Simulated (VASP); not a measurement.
# P (C2/m) in VASP: further runs

The runs below take P through Berry-phase polarisation, core levels, with RPBE+D3(BJ), r2SCAN+D3(BJ).

Program: VASP 6.6.1. These are calculated values, not measurements. Logs are shortened: lines on timing, memory, paths and dates and some standing lists are left out, and cuts for length are marked.

## (1) The structure

The structure is monoclinic, space group C2/m (No. 12). The conventional cell has a = 9.656 Å, b = 8.585 Å, c = 5.581 Å, α = 90.00°, β = 90.24°, γ = 90.00°. P (site symmetry 1) has 3 P at 2.18 Å as nearest neighbours. P (site symmetry m) is surrounded by 3 P at 2.18 Å. P (site symmetry m) has 3 P at 2.18 Å as nearest neighbours.

This isn't the form of P at room conditions, which is orthorhombic.

## (2) Berry-phase polarisation, RPBE+D3(BJ)

INCAR

```
ALGO = Normal ; EDIFF = 1E-6
ENCUT = 520 ; GGA = RP
ISIF = 2 ; ISMEAR = -1
IVDW = 12 ; LASPH = T
LCALCPOL = T ; LCHARG = F
LREAL = F ; LWAVE = F
NELM = 60 ; PREC = Accurate
SIGMA = 0.05
```

KPOINTS

```
k-points
0
Gamma
  4 4 5
```

POSCAR

```
P
1.0
    4.8279678941     -4.2924736644      0.0000000000
    4.8279678941      4.2924736644      0.0000000000
   -0.0237225834      0.0000000000      5.5806204931
P
8
Direct
    0.7744872900      0.5203388600      0.2534856300
    0.4796611400      0.2255127100      0.7465143700
    0.2255127100      0.4796611400      0.7465143700
    0.5203388600      0.7744872900      0.2534856300
    0.2850231800      0.2850231800      0.4280157100
    0.7149768200      0.7149768200      0.5719842900
    0.1567541300      0.1567541300      0.7489777000
    0.8432458700      0.8432458700      0.2510223000
```

Potentials or basis: VASP PAW PBE potentials, release 64 (P).

Command:

```bash
cat potpaw_PBE.64/P/POTCAR > POTCAR
mpirun -np 1 vasp_std > vasp.out
```

OUTCAR:

```text
EDIFF = 1E-6
   ENCUT = 520
   GGA = RP
   ISIF = 2
   ISMEAR = -1
   IVDW = 12
   LASPH = T
   LREAL = F
   NELM = 60
   PREC = Accurate
 IVDW          = 12

 ion  position               nearest neighbor table
   1  0.774  0.520  0.253-   4 2.18   6 2.18   8 2.18
   2  0.480  0.226  0.747-   3 2.18   5 2.18   7 2.18
   3  0.226  0.480  0.747-   2 2.18   5 2.18   7 2.18
   4  0.520  0.774  0.253-   1 2.18   6 2.18   8 2.18
   5  0.285  0.285  0.428-   7 2.18   3 2.18   2 2.18
   6  0.715  0.715  0.572-   8 2.18   4 2.18   1 2.18
   7  0.157  0.157  0.749-   5 2.18   3 2.18   2 2.18
   8  0.843  0.843  0.251-   6 2.18   4 2.18   1 2.18

  LATTYP: Found a base centered monoclinic cell.
 ALAT       =     9.6559357882
 B/A-ratio  =     0.8890849646
 C/A-ratio  =     0.5779523638
 COS(beta)  =    -0.0042508479

  Lattice vectors:

 A1 = (   4.8279678941,  -4.2924736644,   0.0000000000)
 A2 = (   4.8279678941,   4.2924736644,   0.0000000000)
 A3 = (  -0.0237225834,   0.0000000000,   5.5806204931)

Analysis of symmetry for initial positions (statically):
=====================================================================
 Subroutine PRICEL returns:
 Original cell was already a primitive cell.

 Routine SETGRP: Setting up the symmetry group for a
 base centered monoclinic supercell.

 Subroutine GETGRP returns: Found  4 space group operations
 (whereof  4 operations were pure point group operations)
 out of a pool of  4 trial point group operations.

The static configuration has the point symmetry C_2h.

Analysis of symmetry for dynamics (positions and initial velocities):
=====================================================================
 Subroutine PRICEL returns:
 Original cell was already a primitive cell.

 Routine SETGRP: Setting up the symmetry group for a
 base centered monoclinic supercell.

 Subroutine GETGRP returns: Found  4 space group operations
 (whereof  4 operations were pure point group operations)
 out of a pool of  4 trial point group operations.

The dynamic configuration has the point symmetry C_2h.

 Subroutine INISYM returns: Found  4 space group operations
 (whereof  4 operations are pure point group operations),
 and found     1 'primitive' translations

----------------------------------------------------------------------------------------

                                     Primitive cell

  volume of cell :     231.3047

  direct lattice vectors                    reciprocal lattice vectors
     4.827967894 -4.292473664  0.000000000     0.103563240 -0.116482951  0.000440236
     4.827967894  4.292473664  0.000000000     0.103563240  0.116482951  0.000440236
    -0.023722583  0.000000000  5.580620493     0.000000000  0.000000000  0.179191544

  length of vectors
     6.460232515  6.460232515  5.580670914     0.155864738  0.155864738  0.179191544

  position of ions in fractional coordinates (direct lattice)
     0.774487290  0.520338860  0.253485630
     0.479661140  0.225512710  0.746514370
     0.225512710  0.479661140  0.746514370
     0.520338860  0.774487290  0.253485630
     0.285023180  0.285023180  0.428015710
     0.714976820  0.714976820  0.571984290
     0.156754130  0.156754130  0.748977700
     0.843245870  0.843245870  0.251022300

  ion indices of the primitive-cell ions
   primitive index   ion index
                 1           1
                 2           2
                 3           3
                 4           4
                 5           5
                 6           6
                 7           7
                 8           8

----------------------------------------------------------------------------------------

 KPOINTS: k-points

Automatic generation of k-mesh.
 Grid dimensions read from file:
 generate k-points for:    4    4    5

 Generating k-lattice:

  Cartesian coordinates                     Fractional coordinates (reciprocal lattice)
     0.025890810 -0.029120738  0.000110059     0.250000000  0.000000000  0.000000000
     0.025890810  0.029120738  0.000110059     0.000000000  0.250000000  0.000000000
     0.000000000  0.000000000  0.035838309     0.000000000  0.000000000  0.200000000

  Length of vectors
     0.038966184  0.038966184  0.035838309

  Shift w.r.t. Gamma in fractional coordinates (k-lattice)
     0.000000000  0.000000000  0.000000000

 Subroutine IBZKPT returns following result:
 ===========================================

 Found     27 irreducible k-points:

 Following reciprocal coordinates:
            Coordinates               Weight
  0.000000  0.000000  0.000000      1.000000
  0.250000  0.000000  0.000000      4.000000
  0.500000  0.000000  0.000000      2.000000
  0.250000  0.250000  0.000000      2.000000
  0.500000  0.250000  0.000000      4.000000
 -0.250000  0.250000  0.000000      2.000000
[... 16 lines left out ...]
  0.500000  0.250000  0.400000      4.000000
 -0.250000  0.250000  0.400000      4.000000
 [... further k-points ...]
   k-points           NKPTS =     27   k-points in BZ     NKDIM =     27   number of bands    NBANDS=     25
   number of dos      NEDOS =    301   number of ions     NIONS =      8
   total plane-waves  NPLWV =  96768
   dimension x,y,z NGX =    48 NGY =   48 NGZ =   42
   dimension x,y,z NGXF=    96 NGYF=   96 NGZF=   84
   ions per type =               8
   NGX,Y,Z   is equivalent  to a cutoff of  12.35, 12.35, 12.51 a.u.
   NGXF,Y,Z  is equivalent  to a cutoff of  24.70, 24.70, 25.02 a.u.
 SYSTEM =  unknown system
   PREC   = accura    normal or accurate (medium, high low for compatibility)
   ISTART =      0    job   : 0-new  1-cont  2-samecut
   ICHARG =      2    charge: 1-file 2-atom 10-const
   ISPIN  =      1    spin polarized calculation?
   LNONCOLLINEAR =      F non collinear calculations
   LSORBIT =      F    spin-orbit coupling
   LASPH  =      T    aspherical Exc in radial PAW
   ENCUT  =  520.0 eV  38.22 Ry    6.18 a.u.  12.01 12.01 10.38*2*pi/ulx,y,z
   NELM   =     60;   NELMIN=  2; NELMDL= -5     # of ELM steps
   EDIFF  = 0.1E-05   stopping-criterion for ELM
   LREAL  =      F    real-space projection
[... 7 lines left out ...]
   TEBEG  =    0.0;   TEEND  =   0.0 temperature during run
   PSTRESS=    0.0 pullay stress
   NELECT =      40.0000    total number of electrons
   NUPDOWN=      -1.0000    fix difference up-down
   EMIN   =  10.00;   EMAX   =-10.00  energy-range for DOS
   EFERMI =   0.00;   METHOD = LEGACY
   ISMEAR =    -1;   SIGMA  =   0.05  broadening in eV -4-tet -1-fermi 0-gaus
   EFERMI_NEDOS =   21; number of points for ismear=-14 and -15
   IALGO  =     38    algorithm
   IMIX   =      4    mixing-type and parameters
     AMIX     =   0.40;   BMIX     =  1.00
     AMIX_MAG =   1.60;   BMIX_MAG =  1.00
  volume/ion in A,a.u.               =      28.91       195.12
  Fermi-wavevector in a.u.,A,eV,Ry     =   0.912081  1.723583 11.318570  0.831891
  Thomas-Fermi vector in A             =   2.036435
   LORBIT       =      0    0 simple, 1 ext, 2 COOP (PROOUT), +10 PAW based schemes
   GGA     = RP    functional components
   LHFCALC =     F    Hartree Fock is set to
   AEXX    =    0.0000 exact exchange contribution
   IVDW    =    12    specifies the selected vdW correction
   LEPSILON=     F    determine dielectric tensor
   LRPA    =     F    only Hartree local field effects (RPA)
   LRPA       =     F
 non-spin polarized calculation
  energy-cutoff  :      520.00
  volume of cell :      231.30
 maximum number of plane-waves:      6252
   NGX = 25   NGY = 25   NGZ = 21

 number of electron      39.9999998 magnetization

 Free energy of the ion-electron system (eV)
  ---------------------------------------------------
  ext. energy  EPLUGINS =         0.00000000
  ---------------------------------------------------
  free energy    TOTEN  =       -40.16270327 eV

  energy without entropy =      -40.16270327  energy(sigma->0) =      -40.16270327

 E-fermi :   1.9815     XC(G=0):  -7.4823

 val. band max:        0.8538907647   @ k =   0.5000   0.0000   0.4000
 cond. band min:       4.0609368257   @ k =   0.0000   0.0000   0.0000
 fundamental gap:      3.2070460610
 Fermi energy:         1.9814819592

 k-point     1 :       0.0000    0.0000    0.0000
  band No.  band energies     occupation
      1     -13.4535      2.00000
      2     -13.2559      2.00000
      3      -6.7303      2.00000
      4      -6.6514      2.00000
      5      -6.4609      2.00000
      6      -6.3211      2.00000
[... 17 lines left out ...]
     24       4.7730      0.00000
     25       5.7363      0.00000

 k-point     2 :       0.2500    0.0000    0.0000
  band No.  band energies     occupation
      1     -13.4275      2.00000
      2     -13.2799      2.00000
      3      -6.7352      2.00000
      4      -6.6372      2.00000
      5      -6.4560      2.00000
      6      -6.4206      2.00000
[... 17 lines left out ...]
     24       4.9905      0.00000
     25       5.3869      0.00000

 k-point     3 :       0.5000    0.0000    0.0000
  band No.  band energies     occupation
      1     -13.3859      2.00000
      2     -13.3195      2.00000
      3      -6.7245      2.00000
      4      -6.6330      2.00000
      5      -6.5289      2.00000
      6      -6.4122      2.00000
[... 17 lines left out ...]
     24       4.9452      0.00000
     25       5.4569      0.00000

 k-point     4 :       0.2500    0.2500    0.0000
  band No.  band energies     occupation
      1     -13.4175      2.00000
      2     -13.2858      2.00000
      3      -6.8546      2.00000
      4      -6.6628      2.00000
      5      -6.4869      2.00000
      6      -6.3358      2.00000
[... 17 lines left out ...]
     24       5.2102      0.00000
     25       5.2982      0.00000

 k-point     5 :       0.5000    0.2500    0.0000
  band No.  band energies     occupation
      1     -13.3761      2.00000
      2     -13.3247      2.00000
      3      -6.8708      2.00000
      4      -6.7712      2.00000
      5      -6.4226      2.00000
      6      -6.3739      2.00000
[... 17 lines left out ...]
     24       4.8837      0.00000
     25       5.1275      0.00000

 k-point     6 :      -0.2500    0.2500    0.0000
  band No.  band energies     occupation
      1     -13.3947      2.00000
      2     -13.3102      2.00000
      3      -6.7967      2.00000
      4      -6.6513      2.00000
      5      -6.5603      2.00000
      6      -6.3098      2.00000
[... 17 lines left out ...]
     24       5.0800      0.00000
     25       5.1184      0.00000
[... 393 lines left out ...]
 k-point    21 :      -0.2500    0.0000    0.4000
  band No.  band energies     occupation
      1     -13.3838      2.00000
      2     -13.2772      2.00000
      3      -6.9200      2.00000
      4      -6.7180      2.00000
      5      -6.5301      2.00000
      6      -6.5109      2.00000
[... 17 lines left out ...]
     24       5.3777      0.00000
     25       5.5584      0.00000

 k-point    22 :       0.2500    0.2500    0.4000
  band No.  band energies     occupation
      1     -13.3769      2.00000
      2     -13.2800      2.00000
      3      -6.8573      2.00000
      4      -6.7069      2.00000
      5      -6.7059      2.00000
      6      -6.4256      2.00000
[... 17 lines left out ...]
     24       5.0449      0.00000
     25       5.4878      0.00000

 k-point    23 :       0.5000    0.2500    0.4000
  band No.  band energies     occupation
      1     -13.3459      2.00000
      2     -13.3076      2.00000
      3      -6.8683      2.00000
      4      -6.7935      2.00000
      5      -6.6346      2.00000
      6      -6.5146      2.00000
[... 17 lines left out ...]
     24       5.0779      0.00000
     25       5.3882      0.00000

 k-point    24 :      -0.2500    0.2500    0.4000
  band No.  band energies     occupation
      1     -13.3591      2.00000
      2     -13.2985      2.00000
      3      -6.8954      2.00000
      4      -6.8032      2.00000
      5      -6.6537      2.00000
      6      -6.4059      2.00000
[... 17 lines left out ...]
     24       5.2610      0.00000
     25       5.4784      0.00000

 [... further k-points ...]

------------------------ aborting loop because EDIFF is reached ----------------------------------------

            Ionic dipole moment: p[ion]=(     0.00000     0.00000     0.00000 ) |e| Angst

 Total electronic dipole moment: p[elc]=(    -0.00000    -0.00000    -0.00000 ) |e| Angst

 Edisp (eV)   -6.83984

 E8    (eV) :    -3.8278

  FORCE on cell =-STRESS in cart. coord.  units (eV):
  Direction    XX          YY          ZZ          XY          YZ          ZX
  --------------------------------------------------------------------------------------
  -------------------------------------------------------------------------------------
  Total      -1.60713    -1.79943    -1.57759     0.00000     0.00000     0.08395
  in kB     -11.13210   -12.46409   -10.92751     0.00000     0.00000     0.58147
  external pressure =      -11.51 kB  Pullay stress =        0.00 kB

 VOLUME and BASIS-vectors are now :
 -----------------------------------------------------------------------------
  energy-cutoff  :      520.00
  volume of cell :      231.30
      direct lattice vectors                 reciprocal lattice vectors
     4.827967894 -4.292473664  0.000000000     0.103563240 -0.116482951  0.000440236
     4.827967894  4.292473664  0.000000000     0.103563240  0.116482951  0.000440236
    -0.023722583  0.000000000  5.580620493     0.000000000  0.000000000  0.179191544

 POSITION                                       TOTAL-FORCE (eV/Angst)
 -----------------------------------------------------------------------------------
      6.24537     -1.09093      1.41461        -0.148261     -0.278922     -0.053117
      3.38685     -1.09093      4.16601         0.148261     -0.278922      0.053117
      3.38685      1.09093      4.16601         0.148261      0.278922      0.053117
      6.24537      1.09093      1.41461        -0.148261      0.278922     -0.053117
      2.74201      0.00000      2.38859         0.038412     -0.000000     -0.362415
      6.89020      0.00000      3.19203        -0.038412     -0.000000      0.362415
      1.49584      0.00000      4.17976        -0.232047     -0.000000      0.084605
      8.13637      0.00000      1.40086         0.232047     -0.000000     -0.084605
 -----------------------------------------------------------------------------------
    total drift:                               -0.000000     -0.000000     -0.000000

  FREE ENERGIE OF THE ION-ELECTRON SYSTEM (eV)
  ---------------------------------------------------
  free  energy   TOTEN  =       -47.0025418029 eV

  energy  without entropy=      -47.0025418028  energy(sigma->0) =      -47.00254180
```

It took 2.1 min on 1 thread of Intel Xeon 6975P-C (Granite Rapids), shared host; peak memory 0.35 GiB.

Results:

```yaml
Dispersion_energy_per_atom: -0.855 eV
```

Dipole moments of the cell (e·Å, modulo the quantum): ionic 0.000, 0.000, 0.000; electronic 0.000, 0.000, 0.000

Caveat: the PAW data sets were made with another functional, which shifts forces and pressure a little.

[end of part 1 of 2]
